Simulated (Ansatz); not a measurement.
Working through an equation of state with a fit of EuS, space group Fm-3m

Program: Ansatz 0.2.0 through its Python package.

Typed at the interpreter:
```pycon
>>> import ansatz
>>> from ase.eos import EquationOfState
>>> from ase.units import GPa
>>> import numpy as np
>>> vectors0 = np.array([
...     [0.0, 2.9785, 2.9785],
...     [2.9785, 0.0, 2.9785],
...     [2.9785, 2.9785, 0.0],
... ])
>>> sites = [
...     ("Eu", (0.0, 0.0, 0.0), 7),
...     ("S", (0.5, 0.5, 0.5), 0.0),
... ]
>>> def make_crystal(cell):
...     crystal = ansatz.Crystal(lattice=ansatz.Lattice.of(cell))
...     for symbol, position, moment in sites:
...         crystal = crystal.atom(symbol, position, moment=moment or None)
...     return crystal
...
>>> volumes, energies = [], []
>>> for scale in np.linspace(0.9, 1.1, 9):
...     cell = vectors0 * scale ** (1 / 3)
...     base = (
...         make_crystal(cell).calculation()
...         .functional("r2scan")
...         .spin(ansatz.SpinTreatment.COLLINEAR)
...         .basis(750, density_ratio=6)
...         .occupations("cold", width=0.1)
...         .initial_density(normalization="atom")
...         .pseudopotentials("paw")
...         .kpoints(8, 8, 8)
...     )
...     rep = base.run(threads=1, backend="cpu").report
...     volumes.append(abs(np.linalg.det(cell)) / len(sites))
...     energies.append(rep["free_energy_ev"] / len(sites))
...     print(f"V = {volumes[-1]:8.4f} A^3/atom  F = {energies[-1]:.5f} eV/atom")
...
V =  23.7813 A^3/atom  F = -4845.45830 eV/atom
V =  24.4419 A^3/atom  F = -4845.46997 eV/atom
V =  25.1025 A^3/atom  F = -4845.47431 eV/atom
V =  25.7631 A^3/atom  F = -4845.47245 eV/atom
V =  26.4237 A^3/atom  F = -4845.46522 eV/atom
V =  27.0842 A^3/atom  F = -4845.45337 eV/atom
V =  27.7448 A^3/atom  F = -4845.43751 eV/atom
V =  28.4054 A^3/atom  F = -4845.41819 eV/atom
V =  29.0660 A^3/atom  F = -4845.39587 eV/atom
>>> eos = EquationOfState(volumes, energies, eos="vinet")
>>> v0, e0, bulk = eos.fit()
>>> print(f"V0 = {v0:.4f} A^3/atom, E0 = {e0:.5f} eV/atom, B = {bulk / GPa:.1f} GPa")
V0 = 25.2235 A^3/atom, E0 = -4845.47442 eV/atom, B = 56.1 GPa
```

A third-order Birch-Murnaghan fit through the 9 points (the script's own form differs a little) has its minimum at 25.22 Å³ an atom, 4.5 % below the typed cell, with a bulk modulus of 56 GPa and dB/dP = 4.7. From that minimum the energy rises by 16.1 meV an atom on the compressed side and 78.5 meV on the expanded side.

Reading the output:
- These settings explore the input space; cutoff and mesh may be short of convergence.
- Open f shells: without a Hubbard U, without spin-orbit coupling; the state reached hangs on the start and needn't be the lowest.
- Without U the f states sit at the Fermi level and can close a real gap.
- For a metal this k-point mesh is coarse: on a finer one energies can move by several to tens of meV an atom and pressures by half a GPa or more, differences at one mesh by less.
- Of the deposited cell: the entry's cell lengths or inner coordinates differ somewhat from later room-temperature determinations.
- r2SCAN tends to overestimate the moments of itinerant magnets.
- The starting cell is as deposited in a crystallographic database; the results hold for this polymorph, which needn't be the stable one.
- Wall time of the script: 3.2 min on 1 thread of Intel(R) Xeon(R) Processor @ 2.30GHz (shared host), peak memory 1.1 GiB.
